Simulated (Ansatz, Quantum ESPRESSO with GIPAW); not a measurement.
# KNaSO4: NMR parameters from first principles

Wanted: NMR shieldings and quadrupolar couplings for each site of KNaSO4.

Calculated with Quantum ESPRESSO with GIPAW 8.0dev (patched build); DFT, PBEsol, plane-wave PAW (pslibrary 1.0.0 recipes), scalar-relativistic, GIPAW; a patched development version of the program.

## 1. The starting structure

Symmetry: P-3m1, No. 164, trigonal system. Conventional cell: a = 5.684 Å, b = 5.684 Å, c = 7.260 Å, α = 90.00°, β = 90.00°, γ = 120.00°. K has 10 O at 2.54 to 3.07 Å nearest. S has 4 O at 1.47 to 1.50 Å nearest. Na has 6 O at 2.85 Å nearest. Na has 6 O at 2.39 Å nearest. Nearest to O lie 1 S at 1.47 Å and 1 K at 2.54 Å. Nearest to O lie 1 S at 1.50 Å and 2 Na at 2.39 to 2.85 Å and 3 K at 2.86 to 3.07 Å. Farther neighbours and most contacts between anions are not listed.

The cell is a computed entry of the Materials Project; it need not be the form that is stable at ambient conditions.

This structure had its atoms relaxed beforehand (DFT, PBEsol, plane-wave PAW, default files (PAW set soft_2), scalar-relativistic, Ansatz), starting from the database entry, since shieldings follow bond lengths closely.

## 2. Self-consistent run

First the ground state. The response equations take the occupied wavefunctions as exact, so conv_thr is set much tighter than for an energy. No empty states are asked for: the response is solved without them. The mesh has a spacing of 0.44 Å⁻¹ at most. The PAW files were made with ld1.x from the pslibrary 1.0.0 recipes, with GIPAW reconstruction switched on.

Input file scf.in:

```
&control
  calculation = 'scf'
  prefix = 'x'
  outdir = './tmp/'
  pseudo_dir = './'
/
&system
  ibrav = 0
  nat = 14
  ntyp = 4
  ecutwfc = 75
  ecutrho = 450
  nbnd = 48
/
&electrons
  conv_thr = 1.0d-10
  mixing_beta = 0.7
  electron_maxstep = 100
/
ATOMIC_SPECIES
  K 39.098 K.pbesol-spn-kjpaw_psl.1.0.0-gipaw.UPF
  S 32.060 S.pbesol-n-kjpaw_psl.1.0.0-gipaw.UPF
  Na 22.990 Na.pbesol-spn-kjpaw_psl.1.0.0-gipaw.UPF
  O 15.999 O.pbesol-n-kjpaw_psl.1.0.0-gipaw.UPF
CELL_PARAMETERS angstrom
  5.68383208 0.00000000 0.00000000
  -2.84191604 4.92234298 0.00000000
  0.00000000 0.00000000 7.25956800
ATOMIC_POSITIONS crystal
  K 0.66666667 0.33333333 0.32884971
  K 0.33333333 0.66666667 0.67115029
  S 0.66666667 0.33333333 0.77762441
  S 0.33333333 0.66666667 0.22237559
  Na 0.00000000 -0.00000000 0.00000000
  Na 0.00000000 -0.00000000 0.50000000
  O 0.33333333 0.66666667 0.02041982
  O 0.19037175 0.80962825 0.29498890
  O 0.80962825 0.19037175 0.70501110
  O 0.66666667 0.33333333 0.97958018
  O 0.38074350 0.19037175 0.70501110
  O 0.19037175 0.38074350 0.29498890
  O 0.61925650 0.80962825 0.29498890
  O 0.80962825 0.61925650 0.70501110
K_POINTS automatic
  3 3 2 0 0 0
```

Command:

```console
$ mpirun -np 4 pw.x -nk 4 -in scf.in > scf.out
```

Log:

```text
using ibrav=0 with symmetry is DISCOURAGED, use correct ibrav instead

     bravais-lattice index     =            0
     lattice parameter (alat)  =      10.7409  a.u.
     unit-cell volume          =    1370.6308 (a.u.)^3
     number of atoms/cell      =           14
     number of atomic types    =            4
     number of electrons       =        96.00
     number of Kohn-Sham states=           48
     kinetic-energy cutoff     =      75.0000  Ry
     charge density cutoff     =     450.0000  Ry
     scf convergence threshold =      1.0E-10
     mixing beta               =       0.7000
     number of iterations used =            8  plain     mixing
     Exchange-correlation= SLA-PW-PSX-PSC
                           (   1   4  10   8   0   0   0)
[...]
K                 9.00    39.09800     K ( 1.00)
     S                 6.00    32.06000     S ( 1.00)
     Na                9.00    22.99000     Na( 1.00)
     O                 6.00    15.99900     O ( 1.00)

     12 Sym. Ops., with inversion, found
[...]
number of k points=     6
[...]
Dense  grid:   220971 G-vectors     FFT dimensions: (  75,  75,  96)

     Smooth grid:   120249 G-vectors     FFT dimensions: (  60,  60,  75)

     Initial potential from superposition of free atoms

     starting charge      95.9499, renormalised to      96.0000
     Starting wfcs are   66 randomized atomic wfcs

     Self-consistent Calculation

     iteration #  1     ecut=    75.00 Ry     beta= 0.70
     Davidson diagonalization with overlap
     ethr =  1.00E-02,  avg # of iterations =  2.0

     total energy              =    -896.86387783 Ry
     estimated scf accuracy    <       3.99097981 Ry

     iteration #  2     ecut=    75.00 Ry     beta= 0.70
     Davidson diagonalization with overlap
     ethr =  4.16E-03,  avg # of iterations =  7.7

     total energy              =    -899.19838280 Ry
     estimated scf accuracy    <       4.25254735 Ry

     iteration #  3     ecut=    75.00 Ry     beta= 0.70
     Davidson diagonalization with overlap
     ethr =  4.16E-03,  avg # of iterations =  2.0

     total energy              =    -898.65587027 Ry
     estimated scf accuracy    <       1.19627633 Ry

[...]
total energy              =    -899.70868410 Ry
[...]
iteration # 32     ecut=    75.00 Ry     beta= 0.70
     Davidson diagonalization with overlap
     ethr =  6.21E-13,  avg # of iterations =  2.0

     total energy              =    -899.70868410 Ry
     estimated scf accuracy    <          4.2E-09 Ry

     iteration # 33     ecut=    75.00 Ry     beta= 0.70
     Davidson diagonalization with overlap
     ethr =  6.21E-13,  avg # of iterations = 10.0

     End of self-consistent calculation
     [one-electron energies left out]

!    total energy              =    -899.70868410 Ry
     total all-electron energy =     -5848.701619 Ry
     estimated scf accuracy    <          3.2E-11 Ry

     The total energy is the sum of the following terms:
     one-electron contribution =    -305.64906856 Ry
     hartree contribution      =     200.89194909 Ry
     xc contribution           =    -121.33898964 Ry
     ewald contribution        =    -374.27686973 Ry
     one-center paw contrib.   =    -299.33570526 Ry

     convergence has been achieved in  33 iterations
[...]
JOB DONE.
```

Elapsed: 3.4 min, on 4 MPI ranks of Arm Neoverse V1, shared host; peak memory 1.8 GiB; 14 min of CPU time.

It converged in 33 cycles to an estimated accuracy of 3e-11 Ry, on 6 irreducible k-points.

## 3. Shieldings

The job finds the current that a weak uniform field induces (applied as a long wave, q_gipaw) and the field that this current makes at each nucleus. On atoms with p or d valence electrons much of the paramagnetic part arises close to the nucleus, where the PAW partial waves rebuild the true states. pawproj makes the reconstruction use the PAW data sets' own projectors.

Input file nmr.in:

```
&inputgipaw
  job = 'nmr'
  prefix = 'x'
  tmp_dir = './tmp/'
  restart_mode = 'from_scratch'
  verbosity = 'low'
  q_gipaw = 0.01
  spline_ps = .true.
  conv_threshold = 1.0d-14
  use_nmr_macroscopic_shape = .false.
  pawproj(1) = .true.
  pawproj(2) = .true.
  pawproj(3) = .true.
  pawproj(4) = .true.
/
```

Command:

```console
$ mpirun -np 4 gipaw.x -in nmr.in > nmr.out
```

Log:

```text
[banner, memory and clock lines left out]
[a note of our patched build left out]

     Parallelizing q-star over 1 images

     IMPORTANT: XC functional enforced from input :
     Exchange-correlation= PBESOL
                           (   1   4  10   8   0   0   0)
     Any further DFT definition will be discarded
     Please, verify this is what you really want

[...]
projs nearly linearly dependent: l=0  n1,n2= 1, 2  s=  0.99583929
[...]
WARNING: some symmetry operations do not permute x, y and z, so the susceptibility and the shape term are
     wrong: all shieldings move alike (in wurtzite BN nosym gave 13 and 6 ppm more at 3 and 6 points an axis).
     Run pw.x with nosym, and raise the mesh until the susceptibility stays

     alpha_pv=     99.4059 eV

     spline_ps is .false., expect some extrapolation errors

     q-space interpolation up to    90.00 Rydberg

     GIPAW job: nmr
     NMR macroscopic correction: no
[...]
Computing the magnetic susceptibility     isolve=0    ethr=  0.1000E-13
     Starting from scratch
     k-point #    1 of     6      pool #  1    cpu time:       2.5
[...]
End of magnetic susceptibility calculation

     f-sum rule (1st term):
           -88.9569         -0.0000          0.0000
            -0.0000        -88.9569         -0.0000
             0.0000         -0.0000        -88.9534

     f-sum rule (2nd term):
            -2.4634         -0.0000          0.0000
            -0.0000         -2.4634          0.0000
             0.0000          0.0000         -2.4638

     f-sum rule (should be   -91.3976):
           -91.4202         -0.0000          0.0000
            -0.0000        -91.4202         -0.0000
             0.0000          0.0000        -91.4172

[... susceptibilities left out ...]
     Contributions to the NMR chemical shifts: -------------------------------

     Macroscopic shape contribution in ppm:                    0.00
             0.0000          0.0000          0.0000
             0.0000          0.0000          0.0000
             0.0000          0.0000          0.0000

     Core contribution in ppm:

     Atom  1  K   pos: (  0.500000  0.288675  0.420017)  core sigma:        1192.38
     Atom  2  K   pos: ( -0.000000  0.577350  0.857214)  core sigma:        1192.38
     Atom  3  S   pos: (  0.500000  0.288675  0.993206)  core sigma:         978.84
     Atom  4  S   pos: ( -0.000000  0.577350  0.284025)  core sigma:         978.84
     Atom  5  Na  pos: (  0.000000  0.000000  0.000000)  core sigma:         376.66
     Atom  6  Na  pos: (  0.000000  0.000000  0.638616)  core sigma:         376.66
     Atom  7  O   pos: ( -0.000000  0.577350  0.026081)  core sigma:         270.50
     Atom  8  O   pos: ( -0.214442  0.701159  0.376769)  core sigma:         270.50
     Atom  9  O   pos: (  0.714442  0.164867  0.900462)  core sigma:         270.50
     Atom 10  O   pos: (  0.500000  0.288675  1.251150)  core sigma:         270.50
     Atom 11  O   pos: (  0.285558  0.164867  0.900462)  core sigma:         270.50
     Atom 12  O   pos: (  0.000000  0.329734  0.376769)  core sigma:         270.50
     Atom 13  O   pos: (  0.214442  0.701159  0.376769)  core sigma:         270.50
     Atom 14  O   pos: (  0.500000  0.536292  0.900462)  core sigma:         270.50

     Bare contribution in ppm:

     Atom  1  K   pos: (  0.500000  0.288675  0.420017)  bare sigma:         119.73
[...]
Atom  2  K   pos: ( -0.000000  0.577350  0.857214)  bare sigma:         119.73
[...]
Atom  3  S   pos: (  0.500000  0.288675  0.993206)  bare sigma:         -59.01
[...]
Atom  4  S   pos: ( -0.000000  0.577350  0.284025)  bare sigma:         -59.01
[...]
Atom  5  Na  pos: (  0.000000  0.000000  0.000000)  bare sigma:         129.32
[...]
Atom  6  Na  pos: (  0.000000  0.000000  0.638616)  bare sigma:         126.57
[...]
Atom  7  O   pos: ( -0.000000  0.577350  0.026081)  bare sigma:          18.29
[...]
Atom  8  O   pos: ( -0.214442  0.701159  0.376769)  bare sigma:          18.89
[...]
Atom  9  O   pos: (  0.714442  0.164867  0.900462)  bare sigma:          18.89
[...]
Atom 10  O   pos: (  0.500000  0.288675  1.251150)  bare sigma:          18.29
[...]
Atom 11  O   pos: (  0.285558  0.164867  0.900462)  bare sigma:          18.89
[...]
Atom 12  O   pos: (  0.000000  0.329734  0.376769)  bare sigma:          18.89
[...]
Atom 13  O   pos: (  0.214442  0.701159  0.376769)  bare sigma:          18.89
[...]
Atom 14  O   pos: (  0.500000  0.536292  0.900462)  bare sigma:          18.89
[...]
Diamagnetic contribution in ppm:

     Atom  1  K   pos: (  0.500000  0.288675  0.420017)  dia sigma:          -3.51
[...]
Atom  2  K   pos: ( -0.000000  0.577350  0.857214)  dia sigma:          -3.51
[...]
Atom  3  S   pos: (  0.500000  0.288675  0.993206)  dia sigma:          -4.34
[...]
Atom 13  O   pos: (  0.214442  0.701159  0.376769)  para sigma:         -21.01
[...]
Atom 14  O   pos: (  0.500000  0.536292  0.900462)  para sigma:         -21.01
[...]
Paramagnetic US occ-occ contribution in ppm:

     Atom  1  K   pos: (  0.500000  0.288675  0.420017)  para_oo sigma:          -0.57
[...]
Atom  2  K   pos: ( -0.000000  0.577350  0.857214)  para_oo sigma:          -0.57
[...]
Atom  3  S   pos: (  0.500000  0.288675  0.993206)  para_oo sigma:          -4.37
[...]
Atom  4  S   pos: ( -0.000000  0.577350  0.284025)  para_oo sigma:          -4.37
[...]
Atom  5  Na  pos: (  0.000000  0.000000  0.000000)  para_oo sigma:          -1.81
[...]
Atom  6  Na  pos: (  0.000000  0.000000  0.638616)  para_oo sigma:          -2.21
[...]
Atom  7  O   pos: ( -0.000000  0.577350  0.026081)  para_oo sigma:          -3.90
[...]
Atom  8  O   pos: ( -0.214442  0.701159  0.376769)  para_oo sigma:          -3.30
[...]
Atom  9  O   pos: (  0.714442  0.164867  0.900462)  para_oo sigma:          -3.30
[...]
Atom 10  O   pos: (  0.500000  0.288675  1.251150)  para_oo sigma:          -3.90
[...]
Atom 11  O   pos: (  0.285558  0.164867  0.900462)  para_oo sigma:          -3.30
[...]
Atom 12  O   pos: (  0.000000  0.329734  0.376769)  para_oo sigma:          -3.30
[...]
Atom 13  O   pos: (  0.214442  0.701159  0.376769)  para_oo sigma:          -3.30
[...]
Atom 14  O   pos: (  0.500000  0.536292  0.900462)  para_oo sigma:          -3.30
[...]
Paramagnetic US L_R Q_R contribution in ppm:

     Atom  1  K   pos: (  0.500000  0.288675  0.420017)  para_lq sigma:         105.79
[...]
Atom  2  K   pos: ( -0.000000  0.577350  0.857214)  para_lq sigma:         105.79
[...]
Atom  3  S   pos: (  0.500000  0.288675  0.993206)  para_lq sigma:          40.29
[...]
Atom  4  S   pos: ( -0.000000  0.577350  0.284025)  para_lq sigma:          40.29
[...]
Atom  5  Na  pos: (  0.000000  0.000000  0.000000)  para_lq sigma:        -658.39
[...]
Atom  6  Na  pos: (  0.000000  0.000000  0.638616)  para_lq sigma:        -659.13
[...]
Atom  7  O   pos: ( -0.000000  0.577350  0.026081)  para_lq sigma:        -212.00
[...]
Atom  8  O   pos: ( -0.214442  0.701159  0.376769)  para_lq sigma:        -212.84
[...]
Atom  9  O   pos: (  0.714442  0.164867  0.900462)  para_lq sigma:        -212.84
[...]
Atom 10  O   pos: (  0.500000  0.288675  1.251150)  para_lq sigma:        -212.00
[...]
Atom 11  O   pos: (  0.285558  0.164867  0.900462)  para_lq sigma:        -212.84
[...]
Atom 12  O   pos: (  0.000000  0.329734  0.376769)  para_lq sigma:        -212.84
[...]
Atom 13  O   pos: (  0.214442  0.701159  0.376769)  para_lq sigma:        -212.84
[...]
Atom 14  O   pos: (  0.500000  0.536292  0.900462)  para_lq sigma:        -212.84
[...]
Total NMR chemical shifts in ppm: ---------------------------------------
     (adopting the Simpson convention for anisotropy and asymmetry)-----------

     Atom  1  K   pos: (  0.500000  0.288675  0.420017)  Total sigma:        1180.21
          1170.4838          0.0000         -0.0000
             0.0000       1170.4838          0.0000
             0.0000         -0.0000       1199.6757

     K       1    anisotropy:     29.19    eta:    0.0000
[...]
Atom  2  K   pos: ( -0.000000  0.577350  0.857214)  Total sigma:        1180.21
[... its tensor is left out ...]
     Atom  3  S   pos: (  0.500000  0.288675  0.993206)  Total sigma:         104.63
            81.7542         -0.0000         -0.0000
            -0.0000         81.7542          0.0000
            -0.0000          0.0000        150.3674

     S       3    anisotropy:     68.61    eta:    0.0000
[...]
Atom  4  S   pos: ( -0.000000  0.577350  0.284025)  Total sigma:         104.63
[... its tensor is left out ...]
     Atom  5  Na  pos: (  0.000000  0.000000  0.000000)  Total sigma:         589.29
           588.9265         -0.0000          0.0000
            -0.0000        588.9265         -0.0000
             0.0000         -0.0000        590.0108

     Na      5    anisotropy:      1.08    eta:    0.0000
[...]
Atom  6  Na  pos: (  0.000000  0.000000  0.638616)  Total sigma:         555.82
           555.8096         -0.0000         -0.0000
             0.0000        555.8096          0.0000
             0.0000          0.0000        555.8491

     Na      6    anisotropy:      0.04    eta:    0.0000
[...]
Atom  7  O   pos: ( -0.000000  0.577350  0.026081)  Total sigma:          66.55
            19.1345          0.0000          0.0000
             0.0000         19.1345         -0.0000
             0.0000         -0.0000        161.3862

     O       7    anisotropy:    142.25    eta:    0.0000
[...]
Atom  8  O   pos: ( -0.214442  0.701159  0.376769)  Total sigma:          69.71
           106.9224        -43.4088        -33.1926
           -43.4088         56.7983         19.1638
           -37.5406         21.6741         45.4113

     O       8    anisotropy:    117.75    eta:    0.0325
[...]
Atom  9  O   pos: (  0.714442  0.164867  0.900462)  Total sigma:          69.71
[... its tensor is left out ...]
     Atom 10  O   pos: (  0.500000  0.288675  1.251150)  Total sigma:          66.55
[... its tensor is left out ...]
     Atom 11  O   pos: (  0.285558  0.164867  0.900462)  Total sigma:          69.71
[... its tensor is left out ...]
     Atom 12  O   pos: (  0.000000  0.329734  0.376769)  Total sigma:          69.71
[... its tensor is left out ...]
     Atom 13  O   pos: (  0.214442  0.701159  0.376769)  Total sigma:          69.71
[... its tensor is left out ...]
     Atom 14  O   pos: (  0.500000  0.536292  0.900462)  Total sigma:          69.71
[... its tensor is left out ...]
```

The job ended after 23 min (4 MPI ranks; peak memory 0.99 GiB; 1.6 h of CPU time).

The f-sum rule is met to 0.023 of 91.4 (0.02 %). Converged shieldings require that this miss be small, but a small miss does not prove them. gipaw.x warns that with these symmetry operations the susceptibility and the shape term are unreliable; the other terms are not touched.

From the symmetric part of each tensor, with principal values σ11 ≤ σ22 ≤ σ33: σ_iso is their mean, the span is σ33 − σ11 and the skew 3(σ_iso − σ22)/span. (gipaw.x prints an anisotropy in another convention.)

| site | atom no. | atoms in cell | σ_iso (ppm) | span (ppm) | skew |
| --- | --- | --- | --- | --- | --- |
| K | 1 | 2 | 1180.2 | 29.2 | 1.00 |
| S | 3 | 2 | 104.6 | 68.6 | 1.00 |
| Na(1) | 5 | 1 | 589.3 | 1.1 | 1.00 |
| Na(2) | 6 | 1 | 555.8 | 0.0 | - |
| O(1) | 7 | 2 | 66.6 | 142.3 | 1.00 |
| O(2) | 8 | 6 | 69.7 | 119.0 | 0.96 |

The macroscopic shape term is switched off. For a spherical sample the valence susceptibility of this run would add about 7 ppm to every site, a rough estimate, since the susceptibility converges slowly and lacks part of the PAW terms, above all in hexagonal and trigonal cells. Differences within the crystal don't depend on it, but shieldings of different compounds can't be compared to better than a few ppm without it.

An axis of order three or more runs through K, S, Na(1), Na(2) and O(1), so two principal values coincide and the skew is ±1. In this run the largest span is that of O(1) (site symmetry 3m), with principal values 19.1, 19.1 and 161.4 ppm. On O(1) the most shielded direction lies along its short bond to S: a field along the bond can't mix the bonding orbital with those across it, so the paramagnetic term is smallest there. On O(2) the most shielded direction lies along its short bond to S: a field along the bond can't mix the bonding orbital with those across it, so the paramagnetic term is smallest there.

(Part 1 of 2 ends here.)

[Banner, clock, file and message-heading lines were taken out of the pw.x and gipaw.x logs.]

[Logs are printed without paths, hosts, clocks, repeated set-up lines and the standing remarks that a program may print on its own settings, such as how far it seeks lower states.]

[Hosts, paths, dates, database ids (printed as entryN), source tags and the programs' standing remarks are cut or masked in the printed files.]

[Where no reference line passes its bar on scatter, no shift is given, so a measured shift of this compound may stand uncompared.]
